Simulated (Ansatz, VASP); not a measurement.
## WC: programs and potentials compared

The starting cell:

```
W C
1.0
     2.90650    0.00000    0.00000
    -1.45325    2.51710    0.00000
     0.00000    0.00000    2.83660
W C
1 1
Direct
  0.00000 0.00000 0.00000
  0.66667 0.33333 0.50000
```

Alike in all runs: task relaxation of cell and atoms; functional revPBE; dispersion D3(BJ); k mesh 10 × 10 × 9; occupations fermi-dirac, width 0.05 eV; no spin polarisation; no spin-orbit coupling.

```
                        program and potentials  plane-wave cutoff (eV)                                                 notes  equilibrium volume (Å³/atom)
                            Ansatz, Ansatz PAW                     420  potentials made for PBE, which Ansatz adapts in part                         10.24
Ansatz, all-electron LAPW, scalar-relativistic                       -                                                     -                         10.25
           VASP, PBE PAW files C, W_sv, 600 eV                     600                               potentials made for PBE                         10.27
```

The equilibrium volume spans 10.24 (Ansatz, Ansatz PAW) to 10.27 Å³/atom (VASP, PBE PAW files C, W_sv, 600 eV), with all-electron results at 10.25. Some sets were made for another functional than the one run, which can shift their rows. Relaxations stop with a little pressure left, so the last digit of a volume isn't settled.

The functional is the same throughout but for its coding, so the spread measures potentials, basis and numerics; runs on potential files found faulty are left out.

The two PAW calculations bracket the all-electron volume of 10.25 Å³/atom closely, so replacing the core by a PAW potential hardly alters the equilibrium volume of WC. The material itself helps: strong W 5d–C 2p covalent bonding, added to metallic cohesion, makes the carbide very stiff, and a small error in the pressure from a potential or basis moves the volume only slightly. Close agreement here is therefore a milder test of the potentials than it would be in a soft solid.

All three volumes lie somewhat below that of the starting cell, which is close to the measured lattice. This is unusual for a revised gradient functional of this kind, which on its own tends to make lattices too large. The contraction probably comes from the dispersion term, whose pairwise attraction can be too strong in a dense metallic carbide where conduction electrons screen the fluctuating dipoles. Agreement between the programs thus supports the numerical treatment, not the accuracy of the functional with its correction. Nor does a matching volume establish that the axial ratio or the elastic response agrees equally well.
